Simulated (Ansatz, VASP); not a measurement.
**TaN: VASP beside Ansatz**

```
Ta N
1.0
     0.04358    2.20079    2.20079
     2.20079    0.04358    2.20079
     2.20079    2.20079    0.04358
Ta N
1 1
Direct
  0.50000 0.50000 0.50000
  0.00000 0.00000 0.00000
```

Change from the starting cell: equal xy, yz and zx shear strains of +2 %.

Alike in both runs: task single point; functional PBE; k mesh 9 × 9 × 9; occupations fermi-dirac, width 0.02 eV; no spin polarisation.

|  | VASP | Ansatz |
| --- | --- | --- |
| version | VASP 6.6.1 | Ansatz 0.2.0 |
| potentials or method | VASP PAW PBE potentials, release 64 (Ta_pv, N), cutoff 520 eV | all-electron LAPW, scalar-relativistic |

Ansatz gave:

| Item | Value |
| --- | --- |
| pressure (GPa) | 14.7 |
| largest component of the traceless stress (GPa) | 1.14 |

Which values does VASP return?

Pressure (GPa): 15.6; largest component of the traceless stress (GPa): 1.11.

Ansatz ran all-electron here, so the differences hold the error of VASP's frozen core and of both bases.

Caveats: so large a pressure means that the cell lies far from this level's equilibrium, or that cutoff or potentials fall short (VASP). The runs have no spin-orbit coupling, so splittings on Ta are missing.
